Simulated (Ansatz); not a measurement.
BaTiO3: the change of energy above lowest point and pressure with volume scale

Results calculated with Ansatz 0.2.0, not measured. Free energy against uniform scaling of the volume at fixed shape and fractions; periodic cell, basis, potentials, k mesh and filling as listed.

The cell before it is scaled or strained (space group Amm2, No. 38):
```
CELL_PARAMETERS angstrom
3.98550 0.00000 0.00000
0.00000 2.83690 2.84520
0.00000 -2.83690 2.84520
ATOMIC_POSITIONS crystal
Ba 0.00000 0.00000 0.00000
Ti 0.50000 0.51240 0.51240
O 0.00000 0.48740 0.48740
O 0.50000 0.50524 0.99184
O 0.50000 0.99184 0.50524
```

Settings of every row: functional r2SCAN; dispersion none; potentials PAW; wave cutoff 600 eV; density cutoff 2400 eV; k mesh 6x6x6; k shift 0x0x0; occupations fermi dirac; smearing width 0.1 eV; spin none; SCF threshold exponent -10.

Limits: no spin-orbit coupling, which can matter with elements this heavy.

```csv
row,volume scale,V (Å³/atom),energy above lowest point (meV/atom),pressure (GPa)
1,0.92,11.838,46.5,16.66
2,0.9467,12.182,18.2,9.93
3,0.9733,12.524,3.3,4.12
4,1,12.868,0,-0.9
5,1.0267,13.211,?,?
6,1.0533,13.554,22,-8.98
7,1.08,13.897,44.8,-12.22
```

Question: what energy above lowest point and pressure should row 5 give?

Worked fit of energy above lowest point. Take u = (V_r/V)^(2/3) − 1 with V_r = 12.696 Å³ an atom, which is twice the finite (Eulerian) strain; such expansions in the strain, on which the Birch-Murnaghan equation of state is built, carry the rest volume and the bulk modulus. The shown rows have u = 0.04775, 0.02793, 0.00913, -0.00893, -0.04266, -0.05848. Least squares give energy above lowest point = 0.31 + 181.4 × u + 16304 × u² + 3312 × u³ meV/atom; a parabola predicts inner rows, each left out in turn, worse (root mean square 0.16 against 0.045 meV/atom). All shown rows lie on it to the printed digit. Its lowest point lies at u = -0.0056, or V = 12.8 Å³ an atom, and the curvature there gives the bulk modulus at fixed shape and fractions, B = (4/9)(1 + u)² E″(u)/V = 179 GPa. Letting shape and atoms relax would as a rule lower it, by much in layered, chain or molecular crystals. The withheld row has u = -0.02616, so the fit gives 0.31 + 181.4 × (-0.02616) + 16304 × (-0.02616)² + 3312 × (-0.02616)³ = 6.7 meV/atom.

The calculation gave 6.7 meV/atom. The fit meets it to the printed digit.

Worked fit of pressure. Take u = (V_r/V)^(2/3) − 1 with V_r = 12.696 Å³ an atom, which is twice the finite (Eulerian) strain; such expansions in the strain, on which the Birch-Murnaghan equation of state is built, carry the rest volume and the bulk modulus. The shown rows have u = 0.04775, 0.02793, 0.00913, -0.00893, -0.04266, -0.05848. Least squares give pressure = 1.523 + 278.37 × u + 779.8 × u² + 642 × u³ GPa; a parabola predicts inner rows, each left out in turn, worse (root mean square 0.032 against 0.015 GPa). The rows lie off it by 0.00, 0.01, -0.01, 0.00, 0.00, 0.00. The pressure vanishes at u = -0.0056, or V = 12.8 Å³ an atom, and there the bulk modulus at fixed shape and fractions is B = −V dP/dV = (2/3)(1 + u) dP/du = 179 GPa. Letting shape and atoms relax would as a rule lower it, by much in layered, chain or molecular crystals. The withheld row has u = -0.02616, so the fit gives 1.523 + 278.37 × (-0.02616) + 779.8 × (-0.02616)² + 642 × (-0.02616)³ = -5.24 GPa.

The calculation gave -5.23 GPa. The fit lies 0.01 GPa (0.035 % of the column's range) below it, one unit of the last digit.
